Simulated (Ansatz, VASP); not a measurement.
## One calculation of RbBr, two programs

The input INCAR:

```
PREC = Accurate
ENCUT = 520
EDIFF = 1E-7
ISMEAR = 0
SIGMA = 0.05
LREAL = False
LASPH = True
NELM = 100
ALGO = Normal
ISIF = 2
LWAVE = False
LCHARG = False
GGA = PS
NBANDS = 15
```

KPOINTS

```
regular mesh
0
Gamma
  6 6 6
```

Contents of POSCAR:

```
RbBr
1.0
    4.2329756082      0.0000000000      0.0000000000
    0.0000000000      4.2329756082      0.0000000000
    0.0000000000      0.0000000000      4.0701688540
Rb Br
1 1
Direct
   -0.0595372219      0.0000000000      0.0000000000
    0.5636828616      0.5000000000      0.5000000000
```

Input for Ansatz:

```yaml
crystal:
  lattice:
    - [4.2329756082, 0.0, 0.0]
    - [0.0, 4.2329756082, 0.0]
    - [0.0, 0.0, 4.070168854]
  atoms:
    - { symbol: Rb, position: [-0.0595372219, 0.0, 0.0] }
    - { symbol: Br, position: [0.5636828616, 0.5, 0.5] }
basis:
  ecutwfc: 420
kpoints:
  mp_grid: { grid: [6, 6, 6] }
hamiltonian:
  xc: pbesol
scf:
  occupations: { method: gaussian, width: 0.05 }
output:
  forces: true
  stress: true
  eigenvalues: true
```

Change from the starting cell: mode 4 frozen in at -0.259 Å, equal normal strain along x and y +0.0400.

Alike in both runs: task single point; functional PBEsol; k mesh 6 × 6 × 6; occupations gaussian, width 0.05 eV; no spin polarisation.

|  | VASP | Ansatz |
| --- | --- | --- |
| version | VASP 6.6.1 | Ansatz 0.2.0 |
| potentials or method | VASP PAW PBE potentials, release 64 (Rb_sv, Br) | scalar-relativistic, plane waves, PAW |
| plane-wave cutoff (eV) | 520 | 420 |
| valence electrons in the cell | 16 | 16 |

```tsv
	VASP	Ansatz	Ansatz less VASP
gap on the k mesh at the Fermi level (eV)	3.82	3.83	+0.001
least direct gap on the mesh (eV)	3.88	3.88	+0.001
pressure (GPa)	0.1	0.1	-0.05
largest component of the traceless stress (GPa)	0.77	0.76	-0.005
rms of the force components (eV/Å)	0.170	0.166	-0.0036
```

Atom by atom the forces differ by 0.004 eV/Å (rms over components). The functional is the same, so the differences come from potentials, cutoffs and numerics.

Caveats: the PAW data sets were made with another functional, which shifts forces and pressure a little (VASP). A k mesh can miss the band edges.
